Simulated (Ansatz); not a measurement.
## Two-dimensional strain map in Mg

These are results of DFT PBE, scalar-relativistic, plane waves, PAW in Ansatz, not measurements. Cutoff 420 eV, Γ-centred 18×18×18 k-points, Gaussian smearing of 0.15 eV. No spin polarisation. Energies are free energies at this smearing, counted from the undisturbed cell; pressure is positive in compression.

Zero of the scan (as given, not relaxed at this level; it stands at 1.1 GPa; this bcc form isn't the usual structure):

```yaml
crystal:
  lattice:
    - [-1.77276, 1.77276, 1.77276]
    - [1.77276, -1.77276, 1.77276]
    - [1.77276, 1.77276, -1.77276]
  atoms:
    - { symbol: Mg, position: [0.00000, 0.00000, 0.00000] }
```

The cell is strained by p along both x and y and by q along z, fractional coordinates fixed. Points are written (p, q).

Energy above the undisturbed cell in meV/atom (a dash: not computed):

| p \ q | -0.080 | -0.040 | 0.000 | 0.080 |
| --- | --- | --- | --- | --- |
| -0.080 | 233.5 | 161.5 | 106.4 | 32.7 |
| 0.000 | 34.2 | – | 0.0 | 2.1 |
| 0.080 | 6.4 | – | 34.2 | 87.7 |

Pressure in GPa:

```csv
p \ q,-0.080,-0.040,0.000,0.080
-0.080,17.0,13.3,10.2,5.5
0.000,5.0,–,1.1,-1.5
0.080,-1.0,–,-3.4,-4.7
```